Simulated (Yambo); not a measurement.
# GaP (F-43m) in Yambo: notebook

The runs below take GaP through G0W0 quasiparticle levels, optical spectrum, with PBE.

All numbers are computed with Yambo 5.3.0; they aren't measurements. Logs are shortened: lines on timing, memory, paths and dates and some standing lists are left out, and cuts for length are marked.

## (1) The crystal as given

Symmetry: F-43m, No. 216, cubic system. Conventional cell: a = 5.451 Å, b = 5.451 Å, c = 5.451 Å, α = 90.00°, β = 90.00°, γ = 90.00°. Ga (site symmetry -43m) is surrounded by 4 P at 2.36 Å. Around P (site symmetry -43m) lie 4 Ga at 2.36 Å.

## (2) G0W0 quasiparticle levels, PBE

g0w00.in

```
gw0
dyson
el_el_corr
rim_cut
HF_and_locXC
ppa
em1d
RandQpts= 1000000
RandGvec= 50 RL
EXXRLvcs= 70 Ry
VXCRLvcs= 70 Ry
Chimod= "HARTREE"
% BndsRnXp
 1 | 159 |
%
NGsBlkXp= 6 Ry
% LongDrXp
 1 | 1 | 1 |
%
PPAPntXp= 27.21138 eV
% GbndRnge
 1 | 159 |
%
GTermKind= "BG"
DysSolver= "n"
ExtendOut
% QPkrange
 1 | 1 | 8 | 11 |
 7 | 7 | 8 | 11 |
%
```

scf.in

```
&CONTROL
  calculation = 'scf'
  prefix = 'pwscf'
  outdir = './tmp'
  pseudo_dir = './pseudo'
/
&SYSTEM
  ibrav = 0
  nat = 2
  ntyp = 2
  ecutwfc = 70
  nbnd = 15
  occupations = 'smearing'
  smearing = 'fd'
  degauss = 0.00367493
  force_symmorphic = .true.
/
&ELECTRONS
  conv_thr = 4d-10
  electron_maxstep = 120
  mixing_beta = 0.5
/
ATOMIC_SPECIES
Ga    69.7230 31_Ga_13_1.9_2.4_pbe_n_v1.0.upf
P     30.9738 15_P_5_1.8_1.9_pbe_n_v1.0.upf
CELL_PARAMETERS angstrom
   0.0000000000    2.7252500000    2.7252500000
   2.7252500000    0.0000000000    2.7252500000
   2.7252500000    2.7252500000    0.0000000000
ATOMIC_POSITIONS crystal
Ga     0.0000000000    0.0000000000    0.0000000000
P      0.7500000000    0.7500000000    0.7500000000
K_POINTS automatic
8 8 8 0 0 0
```

nscf.in

```
&CONTROL
  calculation = 'nscf'
  prefix = 'pwscf'
  outdir = './tmp'
  pseudo_dir = './pseudo'
/
&SYSTEM
  ibrav = 0
  nat = 2
  ntyp = 2
  ecutwfc = 70
  nbnd = 159
  occupations = 'fixed'
  force_symmorphic = .true.
/
&ELECTRONS
  conv_thr = 1d-08
  diago_full_acc = .true.
  diago_thr_init = 1d-06
/
ATOMIC_SPECIES
Ga    69.7230 31_Ga_13_1.9_2.4_pbe_n_v1.0.upf
P     30.9738 15_P_5_1.8_1.9_pbe_n_v1.0.upf
CELL_PARAMETERS angstrom
   0.0000000000    2.7252500000    2.7252500000
   2.7252500000    0.0000000000    2.7252500000
   2.7252500000    2.7252500000    0.0000000000
ATOMIC_POSITIONS crystal
Ga     0.0000000000    0.0000000000    0.0000000000
P      0.7500000000    0.7500000000    0.7500000000
K_POINTS automatic
4 4 4 0 0 0
```

Potentials or basis: SPMS 1.0 PBE.

The run is started by

```
OMP_NUM_THREADS=1 pw.x -in scf.in > scf.out
OMP_NUM_THREADS=1 pw.x -in nscf.in > nscf.out
cd tmp/pwscf.save; p2y; mv SAVE ../..; cd ../..
OMP_NUM_THREADS=1 yambo
OMP_NUM_THREADS=1 yambo -F g0w00.in -J g0w00 -C g0w00_out
```

Yambo's report:

```text
[... sections 02.01 to 02.04 as in the set-up run ...]

  [02.05] Energies & Occupations
  ==============================

  [X] === General ===
  [X] Electronic Temperature                        :  0.000000  0.000000 [eV K]
  [X] Bosonic    Temperature                        :  0.000000  0.000000 [eV K]
  [X] Finite Temperature mode                       : no
  [X] El. density                                   :  0.44466E+24 [cm-3]
  [X] Fermi Level                                   :  7.767540 [eV]

  [X] === Gaps and Widths ===
  [X] Conduction Band Min                           :  1.656454 [eV]
  [X] Valence Band Max                              :  0.000000 [eV]
  [X] Filled Bands                                  :   9
  [X] Empty Bands                                   :   10  159
  [X] Direct Gap                                    :  1.817842 [eV]
  [X] Direct Gap localized at k                     :  1
  [X] Indirect Gap                                  :  1.656454 [eV]
  [X] Indirect Gap between kpts                     :   1   7
  [X] Last valence band width                       :  3.417697 [eV]
  [X] 1st conduction band width                     :  3.048884 [eV]

 [03] Transferred momenta grid and indexing
 ==========================================

 IBZ Q-points                                      :   8
 BZ  Q-points                                      :   64

 K/Q-points units:
 rlu = crystal or reduced units; cc = cartesian coordinates; iku = interal k-units

 Q [1]          [rlu]:  0.000000  0.000000  0.000000
 Q [2]          [rlu]: -0.25926E-17 -0.25926E-17  0.25000
 Q [3]          [rlu]:  0.51853E-17  0.51853E-17 -0.50000
 Q [4]          [rlu]: -0.17252E-17  0.25000      0.25000
 Q [5]          [rlu]: -0.21476E-16  0.25000      0.50000
 Q [6]          [rlu]:  0.51853E-17  0.25000     -0.25000
 Q [7]          [rlu]:  0.34504E-17 -0.50000     -0.50000
 Q [8]          [rlu]:  0.250000 -0.500000 -0.250000

 [04] Coloumb potential Random Integration (RIM)
 ===============================================

  [04.01] RIM initialization
  ==========================

  * Diagonal components only detected *

  8 x (sBL volume)        :  0.113502 [a.u.]
  sBZ random points       :  1000000
  Points outside the sBZ  :   7996195
  RL volume               :  0.908017 [a.u.]
  Integrated volume       :  0.908449 [a.u.]

  [04.02] RIM integrals
  =====================

  Gamma point sphere radius             :  0.087825 [a.u.]
  Points outside the sphere             :   799659
  [Int_sBZ(q=0) 1/q^2]*(Vol_sBZ)^(-1/3) =:  7.764404
                                 should be <:  7.795600
  [WR./g0w00//ndb.RIM]------------------------------------------------------------
   Brillouin Zone Q/K grids (IBZ/BZ)                :    8   64    8   64
   Coulomb cutoff potential                         : none
   Coulombian RL components                         :   51
   Coulombian diagonal components                   : yes
   RIM random points                                :  1000000
   RIM  RL volume             [a.u.]                :  0.908449
   Real RL volume             [a.u.]                :  0.908017
   Eps^-1 reference component                       : 0
   Eps^-1 components                                :  0.000000  0.000000  0.000000
   RIM anysotropy factor                            :  0.000000

  Summary of Coulomb integrals for non-metallic bands |Q|[au] RIM/Bare

  Q [1] 0.100000E-4 0.995998 * Q [2] 0.264147 1.064319
  Q [4] 0.305010 1.063520 * Q [6] 0.431350 1.026772
  Q [5] 0.505803 1.019084 * Q [3] 0.528294 1.017314
  Q [7] 0.610021 1.013697 * Q [8] 0.682024 1.010592

 [05] Dipoles
 ============

  [05.01] Setup: observables and procedures
  =========================================

  [WF-Oscillators/G space/Transverse up loader] Normalization (few states)  min/max  :  0.15082E-16   1.0000

  [WR./g0w00//ndb.dipoles]--------------------------------------------------------
   Brillouin Zone Q/K grids (IBZ/BZ)                :    8   64    8   64
   RL vectors                                       :   3479 [WF]
   Fragmentation                                    : yes
   Electronic Temperature                           :  0.000000 [K]
   Bosonic    Temperature                           :  0.000000 [K]
   DIP band range                                   :    1  159
   DIP band range limits                            :   9  10
   DIP e/h energy range                             : -1.000000 -1.000000 [eV]
   RL vectors in the sum                            :   3479
   [r,Vnl] included                                 : yes
   Bands ordered                                    : yes
   Direct v evaluation                              : no
   Approach used                                    : G-space v
   Dipoles computed                                 : R V P [G-space]
   Wavefunctions                                    : Perdew, Burke & Ernzerhof(X)+Perdew, Burke & Ernzerhof(C)

 [06] Dynamic Dielectric Matrix (PPA)
 ====================================

[... 26 lines left out ...]
  PPA Im  energy                                   :  27.21138 eV
 [X-CG] R(p) Tot o/o(of R):   15978   86400     100
 [WR./g0w00//ndb.pp_fragment_2]--------------------------------------------------
  PPA Im  energy                                   :  27.21138 eV
 [X-CG] R(p) Tot o/o(of R):   10495   86400     100
 [X-CG] R(p) Tot o/o(of R):   14460   86400     100
 [X-CG] R(p) Tot o/o(of R):   19302   86400     100
 [X-CG] R(p) Tot o/o(of R):   15293   86400     100
 [X-CG] R(p) Tot o/o(of R):   10802   86400     100
 [X-CG] R(p) Tot o/o(of R):   14149   86400     100

 [07] Local Exchange-Correlation + Non-Local Fock
 ================================================

 [VXC] Plane waves :  2741
 [EXS] Plane waves :  2741

 QP @ state[ 1 ] K range:  1  1
 QP @ state[ 1 ] b range:   8  11
 QP @ state[ 2 ] K range:   7   7
 QP @ state[ 2 ] b range:   8  11

 [xc] Functional : Perdew, Burke & Ernzerhof(X)+Perdew, Burke & Ernzerhof(C)
 [xc] LIBXC used to calculate xc functional
  PP Number of Atomic Species                      :  2
  NLCC RL compoments                               :  21595
  PP Number of Atomic Species                      :  2
  NLCC RL compoments                               :  21595
 [WR./g0w00//ndb.HF_and_locXC]---------------------------------------------------
  Brillouin Zone Q/K grids (IBZ/BZ)                :    8   64    8   64
  RL vectors                                       :   3479 [WF]
  Fragmentation                                    : no
  Electronic Temperature                           :  0.000000 [K]
  Bosonic    Temperature                           :  0.000000 [K]
  Green`s function   wavefunctions                 : Perdew, Burke & Ernzerhof(X)+Perdew, Burke & Ernzerhof(C)
  Total number of QP states                        :   8
  Exchange RL vectors                              :  2741
  Exchange summation bands                         :   9
  RIM RL components                                :   51
  RIM random points                                :  1000000

 [xc] E_xc :  -10.60294 [Ha]
      E_xc :  -21.20587 [Ry]

  Local XC kind (lXC) : Perdew, Burke & Ernzerhof(X)+Perdew, Burke & Ernzerhof(C)
  Non-Local XC kind (nlXC) : Hartree-Fock

  Corrections @ K [1] :  [eV]
 <8|nlXC|8> = -14.55032 -0.63992E-17 <8|lXC|8> = -12.76550  0.000000
 <9|nlXC|9> = -14.55031 -0.13529E-16 <9|lXC|9> = -12.76550  0.000000
 <10|nlXC|10> = -8.240010 -0.13753E-17 <10|lXC|10> = -12.58422  0.000000
 <11|nlXC|11> = -6.958878  0.37830E-17 <11|lXC|11> = -10.81287  0.75527E-15

  Corrections @ K [7] :  [eV]
 <8|nlXC|8> = -14.67001  0.17772E-16 <8|lXC|8> = -11.46317  0.000000
 <9|nlXC|9> = -14.67000 -0.92448E-17 <9|lXC|9> = -11.46317  0.94408E-16
 <10|nlXC|10> = -5.579822  0.22684E-17 <10|lXC|10> = -9.561434  0.29503E-17
 <11|nlXC|11> = -6.569882 -0.16006E-17 <11|lXC|11> = -10.70199 -0.29503E-16

 [08] Dyson equation: Newton solver
 ==================================

 [WARNING] Response block size in GW reduced to 89      RL (3535    mHa)

  [08.01] G0W0 (W PPA)
  ====================

  [  GW  ] Bands range     :    1  159
  [GW/PPA] G damping       :  0.100000 [eV]

  QP @ state[ 1 ] K range:  1  1
  QP @ state[ 1 ] b range:   8  11
  QP @ state[ 2 ] K range:   7   7
  QP @ state[ 2 ] b range:   8  11
[... 19 lines left out ...]
   :: Time ordering fails/rest    :  0.501538
   :: Mean rel dev of PP cond     :  0.384542
   Current Q-pt index             :   6
   :: PP condition fails/total    :  0.371923
   :: Time ordering fails/rest    :  0.499698
   :: Mean rel dev of PP cond     :  0.371921
   Current Q-pt index             :   7
   :: PP condition fails/total    :  0.395405
   :: Time ordering fails/rest    :  0.501357
   :: Mean rel dev of PP cond     :  0.395410
   Current Q-pt index             :   8
   :: PP condition fails/total    :  0.371670
   :: Time ordering fails/rest    :  0.500904
   :: Mean rel dev of PP cond     :  0.371691

  [08.02] QP properties and I/O
  =============================

  Legend (energies in eV)
  - B  : Band       - Eo  : bare energy
  - E  : QP energy  - Z   : Renormalization factor
  - So : Sc(Eo)     - S   : Sc(E)
  - dSp: Sc derivative precision

  - lXC: Local XC (Perdew, Burke & Ernzerhof(X)+Perdew, Burke & Ernzerhof(C))
  -nlXC: non-Local XC (Hartree-Fock)

  QP [eV] @ K [1] (iku):  0.000000  0.000000  0.000000
   B=8 Eo= -0.00 E= -0.56 E-Eo= -0.56 Re(Z)=0.79 Im(Z)=-0.134990E-2 nlXC= -14.5503 lXC= -12.7655 So=  1.07318
   B=9 Eo=  0.00 E= -0.56 E-Eo= -0.56 Re(Z)=0.79 Im(Z)=-0.134989E-2 nlXC= -14.5503 lXC= -12.7655 So=  1.07335
   B=10 Eo=  1.82 E=  1.87 E-Eo=  0.05 Re(Z)=0.79 Im(Z)=-0.133303E-2 nlXC= -8.24001 lXC= -12.5842 So= -4.27857
   B=11 Eo=  3.89 E=  3.67 E-Eo= -0.22 Re(Z)=0.80 Im(Z)=-0.137862E-2 nlXC= -6.95888 lXC= -10.8129 So= -4.13147

  QP [eV] @ K [7] (iku): -0.500000  0.000000  0.000000
   B=8 Eo= -2.68 E= -3.61 E-Eo= -0.92 Re(Z)=0.78 Im(Z)=-0.150662E-2 nlXC= -14.6700 lXC= -11.4632 So=  2.01771
   B=9 Eo= -2.68 E= -3.61 E-Eo= -0.93 Re(Z)=0.78 Im(Z)=-0.150629E-2 nlXC= -14.6700 lXC= -11.4632 So=  2.01294
   B=10 Eo=  1.66 E=  1.76 E-Eo=  0.10 Re(Z)=0.81 Im(Z)=-0.128560E-2 nlXC= -5.57982 lXC= -9.56143 So= -3.85989
   B=11 Eo=  1.82 E=  1.94 E-Eo=  0.11 Re(Z)=0.80 Im(Z)=-0.131755E-2 nlXC= -6.56988 lXC= -10.7020 So= -3.99234

  [WR./g0w00//ndb.QP]-------------------------------------------------------------
   Lattice constants                                :  5.149976  5.149976  5.149976
   Coulomb cutoff potential                         : none
   Electronic Temperature                           :  0.000000 [K]
   Bosonic    Temperature                           :  0.000000 [K]
   Green`s function   energies                      : Perdew, Burke & Ernzerhof(X)+Perdew, Burke & Ernzerhof(C)
   wavefunctions                                    : Perdew, Burke & Ernzerhof(X)+Perdew, Burke & Ernzerhof(C)
   PPA    diel. fun.  energies                      : Perdew, Burke & Ernzerhof(X)+Perdew, Burke & Ernzerhof(C)
   wavefunctions                                    : Perdew, Burke & Ernzerhof(X)+Perdew, Burke & Ernzerhof(C)
   QP tot states                                    :   8
   GW solver                                        : Newton
   GW approximation                                 : PPA
   PPA imaginary Energy                             :  27.21138 ev
   RIM G`s                                          :   51
   RIM random pts                                   :  1000000
   dS/dw steps                                      :  2
   dS/dw step                                       :  0.100000 ev
   X G`s                                            :   89 used
   X G`s                                            :   89 disk
   X bands                                          :    1  159
   X poles                                          :  100.0000 o/o
   X e/h E range                                    : -1.000000 -1.000000 ev
   X Hxc Kernel                                     : HARTREE
   X BZ energy Double Grid                          : no
   X Optical Averaged directions                    : none
   Sc/G bands                                       :    1  159
   Sc/G damping                                     :  0.100000 ev
   Sc bands terminator                              : yes
   Sc terminator kind                               : BG
   Sc Terminator pole                               :  40.81708
   Sx RL components                                 :  2741

   QP @ state[ 1 ] K range                          :  1  1
   QP @ state[ 1 ] b range                          :   8  11
   QP @ state[ 2 ] K range                          :   7   7
   QP @ state[ 2 ] b range                          :   8  11
   GF energies kind                                 : Perdew, Burke & Ernzerhof(X)+Perdew, Burke & Ernzerhof(C)
   GF WF`s kind                                     : Perdew, Burke & Ernzerhof(X)+Perdew, Burke & Ernzerhof(C)
   Xs energies kind                                 : Perdew, Burke & Ernzerhof(X)+Perdew, Burke & Ernzerhof(C)
   Xs WF`s kind                                     : Perdew, Burke & Ernzerhof(X)+Perdew, Burke & Ernzerhof(C)
```

It took 96 s on 1 thread of AMD EPYC 9R45 (Zen 5), shared host; peak memory 0.43 GiB.

Results:

```
Band gap on the k mesh, mean-field level          : 1.66 eV, indirect (least direct gap 1.82 eV)
Quasiparticle gap                                 : 2.30 eV
Least direct quasiparticle gap                    : 2.43 eV
Quasiparticle gap at Γ                            : 2.43 eV
Band gap of the same states before the correction : 1.64 eV
```

Quasiparticle terms (eV):
```tsv
k point	band	Kohn-Sham level	Vxc	Σx	Σc	Z	result
(0.000, 0.000, 0.000)	8	0.00	-12.77	-14.55	1.07	0.79	-0.56
(0.000, 0.000, 0.000)	9	0.00	-12.77	-14.55	1.07	0.79	-0.56
(0.000, 0.000, 0.000)	10	1.82	-12.58	-8.24	-4.28	0.79	1.87
(0.000, 0.000, 0.000)	11	3.89	-10.81	-6.96	-4.13	0.80	3.67
(0.000, -0.500, -0.500)	8	-2.68	-11.46	-14.67	2.02	0.78	-3.61
(0.000, -0.500, -0.500)	9	-2.68	-11.46	-14.67	2.01	0.78	-3.61
(0.000, -0.500, -0.500)	10	1.66	-9.56	-5.58	-3.86	0.81	1.76
(0.000, -0.500, -0.500)	11	1.82	-10.70	-6.57	-3.99	0.80	1.94
```

Caveat: the k mesh is coarse (spacing up to 0.50 Å⁻¹), so the values aren't converged; the potentials hold a filled d shell without the s and p states of that shell, which can shift GW gaps by tenths of an eV, either way; this version prints the column dSc/dw multiplied by 27.2; the terminator is approximate in this version, by hundredths of an eV; the quasiparticle gap listed is the Kohn-Sham gap on the denser mesh of the self-consistent run plus the correction found on the GW mesh, so it differs from the gap in the log. A k mesh can miss the band edges.

(Continued in part 2 of 2.)
